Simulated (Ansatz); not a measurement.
**Mo: a short molecular-dynamics run**

What does Mo do over 30 steps of 1 fs at constant energy, with velocities drawn for 100 K? The cell is a slab of 9 atoms, taken as it stands, without a relaxation.

All numbers below are computed with Ansatz 0.2.0 (DFT PBE, plane waves, PAW, scalar-relativistic, no spin polarisation).

## 1. The system as given

The cell holds 9 atoms (Mo9): a = 2.703 Å, b = 2.707 Å, c = 28.661 Å, α = 90.00°, β = 90.00°, γ = 59.85°.

Structure file:

```cif
data_structure
_symmetry_space_group_name_H-M 'P 1'
_symmetry_Int_Tables_number 1
_cell_length_a 2.7032
_cell_length_b 2.7070
_cell_length_c 28.6612
_cell_angle_alpha 90.000
_cell_angle_beta 90.000
_cell_angle_gamma 59.845
_cell_volume 181.35
loop_
_atom_site_label
_atom_site_type_symbol
_atom_site_fract_x
_atom_site_fract_y
_atom_site_fract_z
_atom_site_occupancy
Mo1 Mo 0.21893 0.13327 0.03906 1
Mo2 Mo 0.51828 0.53156 0.11249 1
Mo3 Mo 0.85138 0.81906 0.19618 1
Mo4 Mo 0.18565 0.12912 0.27102 1
Mo5 Mo 0.55304 0.42502 0.34990 1
Mo6 Mo 0.82204 0.89573 0.42817 1
Mo7 Mo 0.22905 0.16780 0.50649 1
Mo8 Mo 0.48089 0.52150 0.58526 1
Mo9 Mo 0.85131 0.80351 0.65675 1
```

## 2. Dynamics

The input, input.yaml:

```yaml
crystal:
  lattice:
    - [2.703235, 0.0, 0.0]
    - [1.359833, -2.3407, 0.0]
    - [0.0, 0.0, 28.661236]
  atoms:
    - { symbol: Mo, position: [0.218933, 0.133273, 0.039058] }
    - { symbol: Mo, position: [0.518281, 0.531564, 0.112489] }
    - { symbol: Mo, position: [0.851385, 0.819056, 0.196177] }
    - { symbol: Mo, position: [0.185649, 0.129117, 0.271021] }
    - { symbol: Mo, position: [0.553036, 0.425018, 0.349901] }
    - { symbol: Mo, position: [0.822041, 0.895727, 0.428165] }
    - { symbol: Mo, position: [0.229049, 0.167802, 0.506491] }
    - { symbol: Mo, position: [0.480888, 0.521501, 0.585263] }
    - { symbol: Mo, position: [0.851308, 0.803509, 0.65675] }
kpoints:
  mp_grid: { grid: [6, 6, 1] }
magnetization:
  spin_polarized: false
scf:
  occupations: { method: cold, width: 0.15 }
hamiltonian:
  pseudopotentials: { kind: paw }
  xc: pbe
basis:
  ecutwfc: 420
md:
  timestep: 1.0
  n_steps: 30
  ensemble: nve
  temperature: 100.0
  initial_velocities: maxwell_boltzmann
  seed: 968886
```

Launch:

```
$ ansatz run input.yaml --threads 2 --pin off --max-ram 2560MiB --backend cpu --events-out ev --progress --plain --runs-dir out
```

Output (excerpt; [...] marks lines left out):

```text
Warning: md: disabling space-group detection — thermal motion breaks the input geometry's symmetry, so no spatial operation reduces the k-mesh or symmetrises the density; time reversal is kept, so that k and −k are solved as one point where they differ and the mesh holds both, and exact [...]
Warning: RAYON_NUM_THREADS=2 ignored (pool sized by the plan → 2); use --threads N
[...]
Pseudopotentials: kind: paw
Pseudopotential: Mo, paw, valence charge 14, recommended cutoff 420 eV (normal), Mo.paw.azcp
Functional definition: PBE
[...]
Crystal: 9 atoms, lattice volume = 181.353 Å³
Basis set: ecut = 420 eV, 3593 PW (Γ), exchange–correlation on 40×40×384 points (8 copies of the dense FFT grid, shifted against one another)
Bands: 76, of which v1, the nominal top of the filled ones, is band 63 counted from 1 (62 counted from 0)
Symmetry: 1 space group operations
k-points: 20 of 36 (time reversal used)
[...]
SCF iter   1: F=—  HF=-44596.911130 eV  |F-HF|=—  |Δ(HF+E_count)|=         —  Δρ=3.52e-2  dr2=1.31e2  ethr=1.77e-3  ⟨swp⟩=8.1  Hψ=7133  notcnv=0
[...]
md step     0: t =     0.00 fs  T =   100.0 K  F+E_penalty+E_count = -44596.25158569 eV  E_kin = 0.103408 eV  conserved = -44596.14817769 eV  (12 SCF iters)
[...]
md step     4: t =     4.00 fs  T =   146.4 K  F+E_penalty+E_count = -44596.29955738 eV  E_kin = 0.151353 eV  conserved = -44596.14820452 eV  (7 SCF iters)
md step     5: t =     5.00 fs  T =   165.0 K  F+E_penalty+E_count = -44596.31887173 eV  E_kin = 0.170655 eV  conserved = -44596.14821627 eV  (2 SCF iters)
```

## 3. The output, continued

The log, continued (excerpt; [...] marks lines left out):

```text
md step     6: t =     6.00 fs  T =   186.2 K  F+E_penalty+E_count = -44596.34078721 eV  E_kin = 0.192557 eV  conserved = -44596.14822991 eV  (3 SCF iters)
[...]
md step    12: t =    12.00 fs  T =   352.7 K  F+E_penalty+E_count = -44596.51304510 eV  E_kin = 0.364705 eV  conserved = -44596.14834004 eV  (3 SCF iters)
[...]
md step    18: t =    18.00 fs  T =   540.6 K  F+E_penalty+E_count = -44596.70743684 eV  E_kin = 0.558978 eV  conserved = -44596.14845925 eV  (3 SCF iters)
[...]
md step    24: t =    24.00 fs  T =   686.2 K  F+E_penalty+E_count = -44596.85816093 eV  E_kin = 0.709633 eV  conserved = -44596.14852822 eV  (3 SCF iters)
[...]
md step    29: t =    29.00 fs  T =   746.8 K  F+E_penalty+E_count = -44596.92075323 eV  E_kin = 0.772230 eV  conserved = -44596.14852297 eV  (3 SCF iters)
[...]
Free energy (F): -44596.925906 eV
[...]
E sigma→0 (E₀):  -44596.932993 eV
Entropy (-TS):   0.021261 eV (2.362 meV/atom)
Fermi energy:    14.982221 eV
[...]
--- Forces (eV/Å), atoms counted from 1 ---
  atom   1  Mo     0.00234424     0.12684545    -0.55753196
  atom   2  Mo     0.05068393    -0.15851665    -0.82476510
  atom   3  Mo    -0.04899097    -0.03621386    -0.10570085
  atom   4  Mo    -0.03643177     0.06956921    -0.26559567
  atom   5  Mo     0.00889838    -0.03365566     0.26038800
  atom   6  Mo     0.07113957     0.05445614     0.42260217
  atom   7  Mo    -0.03226698    -0.04593555    -1.01880152
  atom   8  Mo    -0.06346346    -0.05140009     1.15540236
[...]
--- Band table (eV; the first three rows and the last of 20) ---
[...]
--- MD trajectory: 30 steps, t = 0.0 → 30.0 fs ---
  final state: T = 751.8 K   F+E_penalty+E_count = -44596.92590560 eV   E_kin = 0.777390 eV
  conserved energy: peak-to-peak 3.552e-4 eV (3.947e-5 eV/atom) over 30.0 fs
```

Run time: 4.3 min. Hardware: 2 threads of Arm Neoverse V1, shared host; peak memory 0.66 GiB.

## 4. What the atoms did

One step in 2; energies are changes from step 0; msd is the mean square displacement from the start, the centre of mass held:

```csv
time (fs),T (K),potential energy change (meV/atom),total energy change (meV/atom),msd Mo (Å²)
0.0,100,0.0,0.00,0.000
2.0,117,-2.0,0.00,0.000
4.0,146,-5.3,0.00,0.000
6.0,186,-9.9,-0.01,0.000
8.0,235,-15.5,-0.01,0.000
10.0,292,-22.0,-0.01,0.000
12.0,353,-29.1,-0.02,0.001
14.0,416,-36.4,-0.02,0.001
16.0,480,-43.7,-0.03,0.001
18.0,541,-50.7,-0.03,0.002
20.0,596,-57.1,-0.03,0.003
22.0,646,-62.7,-0.04,0.003
24.0,686,-67.4,-0.04,0.004
26.0,718,-71.0,-0.04,0.005
28.0,739,-73.5,-0.04,0.007
30.0,752,-74.9,-0.04,0.008
```

time (fs), T (K) and a bar:
```
      0.0        100 
      1.0        107 
      3.0        130 #
      4.0        146 ##
      5.0        165 ###
      7.0        210 #####
      8.0        235 ######
      9.0        263 #######
     10.0        292 #########
     12.0        353 ############
     13.0        384 #############
     14.0        416 ###############
     16.0        480 #################
     17.0        511 ###################
     18.0        541 ####################
     20.0        596 #######################
     21.0        622 ########################
     22.0        646 #########################
     23.0        667 ##########################
     25.0        703 ############################
     26.0        718 ############################
     27.0        730 #############################
     29.0        747 ##############################
     30.0        752 ##############################
```

## 5. Frames from the trajectory

Positions (Å) and forces (eV/Å):

```xyz
9
Lattice="2.703 0.000 0.000 1.360 -2.341 0.000 0.000 0.000 28.661" Properties=species:S:1:pos:R:3:forces:R:3 pbc="T T T" time_fs=4.0 T=146 dE=-0.0480
Mo    0.774   -0.307    1.112    0.006    0.371   -2.539
Mo    2.123   -1.244    3.226    0.002   -0.362    2.456
Mo    3.417   -1.922    5.626    0.026   -0.072   -2.315
Mo    0.679   -0.304    7.767   -0.053    0.089    1.218
Mo    2.071   -0.992   10.029    0.015   -0.019   -0.272
Mo    3.445   -2.101   12.269    0.002   -0.008   -0.083
Mo    0.845   -0.400   14.520   -0.035   -0.012    0.572
Mo    2.004   -1.219   16.770   -0.074   -0.180   -1.797
Mo    3.395   -1.874   18.829    0.111    0.192    2.760
9
Lattice="2.703 0.000 0.000 1.360 -2.341 0.000 0.000 0.000 28.661" Properties=species:S:1:pos:R:3:forces:R:3 pbc="T T T" time_fs=8.0 T=235 dE=-0.1399
Mo    0.774   -0.302    1.100    0.010    0.354   -2.367
Mo    2.122   -1.244    3.233    0.003   -0.345    2.226
Mo    3.419   -1.927    5.625    0.019   -0.071   -2.228
Mo    0.681   -0.305    7.769   -0.051    0.089    1.166
Mo    2.068   -0.988   10.028    0.013   -0.026   -0.265
Mo    3.450   -2.106   12.267    0.015    0.004    0.005
Mo    0.843   -0.406   14.525   -0.048   -0.016    0.389
Mo    2.000   -1.217   16.763   -0.068   -0.167   -1.522
Mo    3.396   -1.866   18.839    0.107    0.178    2.596
9
Lattice="2.703 0.000 0.000 1.360 -2.341 0.000 0.000 0.000 28.661" Properties=species:S:1:pos:R:3:forces:R:3 pbc="T T T" time_fs=11.0 T=322 dE=-0.2293
Mo    0.775   -0.297    1.089    0.012    0.332   -2.187
Mo    2.121   -1.245    3.240    0.005   -0.324    1.967
Mo    3.421   -1.931    5.622    0.012   -0.069   -2.094
Mo    0.682   -0.306    7.771   -0.050    0.088    1.074
Mo    2.066   -0.986   10.028    0.012   -0.033   -0.237
Mo    3.454   -2.109   12.265    0.025    0.015    0.075
Mo    0.842   -0.411   14.529   -0.058   -0.019    0.221
Mo    1.996   -1.216   16.756   -0.060   -0.153   -1.247
Mo    3.397   -1.860   18.849    0.102    0.163    2.428
9
Lattice="2.703 0.000 0.000 1.360 -2.341 0.000 0.000 0.000 28.661" Properties=species:S:1:pos:R:3:forces:R:3 pbc="T T T" time_fs=15.0 T=448 dE=-0.3603
Mo    0.775   -0.291    1.071    0.012    0.292   -1.888
Mo    2.120   -1.246    3.252    0.009   -0.287    1.514
Mo    3.423   -1.937    5.615    0.003   -0.065   -1.824
Mo    0.683   -0.307    7.776   -0.049    0.087    0.884
Mo    2.064   -0.983   10.027    0.012   -0.040   -0.171
Mo    3.459   -2.113   12.262    0.037    0.028    0.170
Mo    0.839   -0.418   14.534   -0.067   -0.024   -0.036
Mo    1.991   -1.214   16.745   -0.050   -0.132   -0.801
Mo    3.398   -1.852   18.866    0.092    0.141    2.151
9
Lattice="2.703 0.000 0.000 1.360 -2.341 0.000 0.000 0.000 28.661" Properties=species:S:1:pos:R:3:forces:R:3 pbc="T T T" time_fs=19.0 T=569 dE=-0.4855
Mo    0.776   -0.284    1.050    0.011    0.246   -1.542
Mo    2.119   -1.248    3.267    0.018   -0.247    0.959
Mo    3.425   -1.942    5.605   -0.009   -0.060   -1.458
Mo    0.685   -0.307    7.782   -0.047    0.085    0.627
Mo    2.062   -0.980   10.025    0.013   -0.044   -0.076
Mo    3.464   -2.118   12.260    0.047    0.039    0.260
Mo    0.837   -0.425   14.540   -0.070   -0.028   -0.314
Mo    1.986   -1.213   16.733   -0.043   -0.110   -0.291
Mo    3.399   -1.844   18.887    0.081    0.119    1.835
9
Lattice="2.703 0.000 0.000 1.360 -2.341 0.000 0.000 0.000 28.661" Properties=species:S:1:pos:R:3:forces:R:3 pbc="T T T" time_fs=22.0 T=646 dE=-0.5644
Mo    0.776   -0.279    1.032    0.009    0.211   -1.268
Mo    2.118   -1.249    3.279    0.026   -0.219    0.493
Mo    3.427   -1.946    5.596   -0.018   -0.055   -1.127
Mo    0.686   -0.308    7.787   -0.045    0.082    0.400
Mo    2.060   -0.978   10.024    0.013   -0.044    0.010
Mo    3.468   -2.121   12.259    0.054    0.044    0.319
Mo    0.835   -0.430   14.543   -0.067   -0.031   -0.525
Mo    1.982   -1.212   16.724   -0.041   -0.094    0.114
Mo    3.400   -1.838   18.904    0.071    0.104    1.584
9
Lattice="2.703 0.000 0.000 1.360 -2.341 0.000 0.000 0.000 28.661" Properties=species:S:1:pos:R:3:forces:R:3 pbc="T T T" time_fs=26.0 T=718 dE=-0.6391
Mo    0.777   -0.271    1.007    0.005    0.166   -0.903
Mo    2.117   -1.251    3.296    0.038   -0.185   -0.164
Mo    3.429   -1.952    5.583   -0.033   -0.047   -0.633
Mo    0.687   -0.309    7.794   -0.042    0.077    0.072
Mo    2.058   -0.975   10.023    0.012   -0.040    0.134
Mo    3.474   -2.125   12.257    0.063    0.050    0.383
Mo    0.833   -0.437   14.547   -0.054   -0.037   -0.791
Mo    1.977   -1.212   16.711   -0.047   -0.072    0.652
Mo    3.402   -1.830   18.930    0.059    0.088    1.250
9
Lattice="2.703 0.000 0.000 1.360 -2.341 0.000 0.000 0.000 28.661" Properties=species:S:1:pos:R:3:forces:R:3 pbc="T T T" time_fs=30.0 T=752 dE=-0.6743
Mo    0.778   -0.264    0.981    0.002    0.127   -0.558
Mo    2.116   -1.254    3.312    0.051   -0.159   -0.825
Mo    3.431   -1.958    5.569   -0.049   -0.036   -0.106
Mo    0.688   -0.309    7.802   -0.036    0.070   -0.266
Mo    2.056   -0.972   10.022    0.009   -0.034    0.260
Mo    3.479   -2.129   12.256    0.071    0.054    0.423
Mo    0.830   -0.444   14.550   -0.032   -0.046   -1.019
Mo    1.971   -1.211   16.700   -0.063   -0.051    1.155
Mo    3.404   -1.821   18.957    0.048    0.075    0.934
```

## 6. Outcome

| quantity | value |
| --- | --- |
| length | 30 steps of 1 fs |
| temperature, first and last step | 100 and 752 K |
| temperature, second half | mean 635 K, from 448 to 752 K |
| potential energy, second half | -61 meV/atom from the start |
| largest change of the total energy | 0.04 meV/atom |
| mean square displacement, second half | Mo 0.004 Å² |

In words: The temperature starts at 100 K and averages 635 K in the second half, where it still rises, from 448 to 752 K; the start was no minimum (force components up to 2.9 eV/Å), and the potential energy that it sheds (61 meV/atom) turns into motion. The total energy strays from its start by at most 0.04 meV/atom, under 0.1 % of the mean kinetic energy, so a step of 1 fs is short enough over this time. No atom gets farther than 0.15 Å from its start, with the drift of the whole removed, against a typical distance of 2.6 Å between sites at the start. 30 fs on 9 atoms is far too short and small for converged averages.
